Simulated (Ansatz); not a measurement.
**N: single points about a listed cell**

How do energy, forces, pressure and gap of N change under random distortions, further strains and shifts, distortions that keep the symmetry, other functionals? Each case is one self-consistent run.

Method: DFT PBEsol, scalar-relativistic, plane waves, PAW, unless a step's input says otherwise, in Ansatz 0.2.0.

## (1) The system as given

It takes space group Fm-3m (No. 225, cubic). Conventional cell: a = 3.108 Å, b = 3.108 Å, c = 3.108 Å, α = 90.00°, β = 90.00°, γ = 90.00°. N (site symmetry m-3m) is surrounded by 12 N at 2.20 Å.

Coordinates:

```
CELL_PARAMETERS angstrom
0.00000 1.55381 1.55381
1.55381 0.00000 1.55381
1.55381 1.55381 0.00000
ATOMIC_POSITIONS crystal
N 0.00000 0.00000 0.00000
```

The structure comes from the Materials Project (structure only).

## (2) A random distortion, cell strained

The change: strain xx, yy, zz, yz, xz, xy = -3.7, -4.4, -2.5, -0.5, -0.1, -0.2 %.

Contents of input.yaml:

```yaml
crystal:
  lattice:
    - [-0.0040243643, 1.4786508875, 1.5073652706]
    - [1.4957117061, -0.0102706749, 1.5136115813]
    - [1.4937694453, 1.4829549374, -0.0083284141]
  atoms:
    - { symbol: "N", position: [0.0, 0.0, 0.0] }
basis:
  ecutwfc: 420
kpoints:
  mp_grid: { grid: [20, 20, 20] }
hamiltonian:
  xc: pbesol
scf:
  occupations: { method: gaussian, width: 0.1 }
output:
  forces: true
  stress: true
  eigenvalues: true
```

On the command line:

```bash
ansatz run input.yaml --threads 1 --pin off --max-ram 1331MiB --backend cpu --events-out ev --progress --plain --runs-dir out
```

## (3) Another functional, on a distorted cell: PBE

Contents of input.yaml:

```yaml
crystal:
  lattice:
    - [0.0, 1.5432582495, 1.5432582495]
    - [1.5432582495, 0.0, 1.5432582495]
    - [1.5432582495, 1.5432582495, 0.0]
  atoms:
    - { symbol: "N", position: [0.0, 0.0, 0.0] }
basis:
  ecutwfc: 420
kpoints:
  mp_grid: { grid: [22, 22, 22] }
hamiltonian:
  xc: pbe
scf:
  occupations: { method: gaussian, width: 0.1 }
output:
  forces: true
  stress: true
  eigenvalues: true
```

## (4) Functional and cell changed: PBE

input.yaml, as its differences from that of step 3:

```diff
@@ -2,5 +2,5 @@
   lattice:
-    - [0.0, 1.5432582495, 1.5432582495]
-    - [1.5432582495, 0.0, 1.5432582495]
-    - [1.5432582495, 1.5432582495, 0.0]
+    - [0.0, 1.5013520313, 1.5013520313]
+    - [1.5013520313, 0.0, 1.5013520313]
+    - [1.5013520313, 1.5013520313, 0.0]
   atoms:
```

## (5) A change within the space group

Contents of input.yaml:

```yaml
crystal:
  lattice:
    - [0.0, 1.5409586128, 1.5409586128]
    - [1.5409586128, 0.0, 1.5409586128]
    - [1.5409586128, 1.5409586128, 0.0]
  atoms:
    - { symbol: "N", position: [0.0, 0.0, 0.0] }
basis:
  ecutwfc: 420
kpoints:
  mp_grid: { grid: [22, 22, 22] }
hamiltonian:
  xc: pbesol
scf:
  occupations: { method: gaussian, width: 0.1 }
output:
  forces: true
  stress: true
  eigenvalues: true
  populations: true
```

## (6) A change within a subgroup

Contents of input.yaml:

```yaml
crystal:
  lattice:
    - [0.0, 1.6018368341, 1.462677735]
    - [1.4521429126, 0.0091674708, 1.4535102642]
    - [1.4521429126, 1.5926693633, 0.0091674708]
  atoms:
    - { symbol: "N", position: [0.0, 0.0, 0.0] }
basis:
  ecutwfc: 420
kpoints:
  mp_grid: { grid: [20, 20, 20] }
hamiltonian:
  xc: pbesol
scf:
  occupations: { method: gaussian, width: 0.1 }
output:
  forces: true
  stress: true
  eigenvalues: true
```

## (7) A distortion of lower symmetry

Contents of input.yaml:

```yaml
crystal:
  lattice:
    - [-0.0138755109, 1.643494443, 1.5036516681]
    - [1.3733958923, 0.1163802649, 1.3733958923]
    - [1.5036516681, 1.643494443, -0.0138755109]
  atoms:
    - { symbol: "N", position: [0.0, 0.0, 0.0] }
basis:
  ecutwfc: 420
kpoints:
  mp_grid: { grid: [20, 22, 20] }
hamiltonian:
  xc: pbesol
scf:
  occupations: { method: gaussian, width: 0.1 }
output:
  forces: true
  stress: true
  eigenvalues: true
```

## (8) A distortion of lower symmetry

Contents of input.yaml:

```yaml
crystal:
  lattice:
    - [0.0, 1.493349917, 1.5399641753]
    - [1.493349917, 0.0, 1.5399641753]
    - [1.493349917, 1.493349917, 0.0]
  atoms:
    - { symbol: "N", position: [0.0, 0.0, 0.0] }
basis:
  ecutwfc: 420
kpoints:
  mp_grid: { grid: [20, 20, 20] }
hamiltonian:
  xc: pbesol
scf:
  occupations: { method: gaussian, width: 0.1 }
output:
  forces: true
  stress: true
  eigenvalues: true
```

## (9) A change within the space group

Contents of input.yaml:

```yaml
crystal:
  lattice:
    - [0.0, 1.5634266853, 1.5634266853]
    - [1.5634266853, 0.0, 1.5634266853]
    - [1.5634266853, 1.5634266853, 0.0]
  atoms:
    - { symbol: "N", position: [0.0, 0.0, 0.0] }
basis:
  ecutwfc: 420
kpoints:
  mp_grid: { grid: [22, 22, 22] }
hamiltonian:
  xc: pbesol
scf:
  occupations: { method: gaussian, width: 0.1 }
output:
  forces: true
  stress: true
  eigenvalues: true
  populations: true
```

What does the calculation give? Wanted: for each run, case; energy; pressure; largest force.

**Answer**, as computed:

```
step                                          case  energy (meV/atom)  pressure (GPa)  largest force (eV/Å)  gap on the mesh (eV)
   2            a random distortion, cell strained               +0.0            16.2                  0.00                  0.00
   3  another functional, on a distorted cell: PBE                n/a             6.4                  0.00                  0.00
   4              functional and cell changed: PBE                n/a            26.8                  0.00                  0.00
   5               a change within the space group             -17.9*            -2.4                  0.00                  0.00
   6                    a change within a subgroup              -41.7            16.0                  0.00                  0.00
   7                a distortion of lower symmetry            -117.3*            19.7                  0.00                  0.00
   8                a distortion of lower symmetry              -15.1            11.0                  0.00                  0.00
   9               a change within the space group              -4.3*           -10.5                  0.00                  0.00
```

Energies are counted from step 2, with the smearing taken to zero; a star marks another k mesh, which can shift energies by itself, so starred rows don't rank against the others. Other atoms or functionals have another zero of energy (n/a). A gap of 0.00 means none on the mesh at this level.

With one atom in the cell, moving it shifts the whole crystal, so no force arises from that. The pressure is 19.7 GPa in the smallest cell and -10.5 GPa in the largest; between them shape and moved atoms count too. The distorted cells of the listed formula and level show no gap on the mesh. With holes in the anion's p shell and no spin polarisation, a magnetic state may well lie lower, so these values are doubtful.
